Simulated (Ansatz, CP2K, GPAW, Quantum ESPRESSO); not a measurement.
## MgB2: 4 runs at one level of theory

```
Mg B
1.0
     3.08500    0.00000    0.00000
    -1.54250    2.67169    0.00000
     0.00000    0.00000    3.52300
Mg B
1 2
Direct
  0.00000 0.00000 0.00000
  0.66667 0.33333 0.50000
  0.33333 0.66667 0.50000
```

Alike in all runs: task band structure; functional LDA; k mesh 10 × 10 × 8; occupations fermi-dirac, width 0.05 eV; no spin polarisation; no spin-orbit coupling. LDA stands for any of its common fits. Pressure is positive in compression and, in plane waves, holds the error of the finite cutoff, which Ansatz's Pulay term estimates and takes out.

```csv
program and potentials,plane-wave cutoff (eV),notes,pressure (GPa)
"Ansatz, Ansatz PAW",420,"potentials made for PBE, which Ansatz adapts in part",?
"Quantum ESPRESSO, PseudoDojo 0.4.1 SR LDA standard",1143,-,-7.25
"GPAW, the program's PAW data sets (release 1.2.1) made for this functional",800,-,-7.63
"CP2K, GTH_POTENTIALS Mg GTH-PADE-q10, B GTH-PADE-q3; TZVP-MOLOPT-PBE-GTH basis",-,atomic basis,-6.06
```

Estimate from the other rows what the run with Ansatz, Ansatz PAW gave.

Pressure -7.47 GPa. Its pressure holds a Pulay term of +0.19 GPa. The other rows, which needn't bracket it: pressure -7.63 to -6.06.
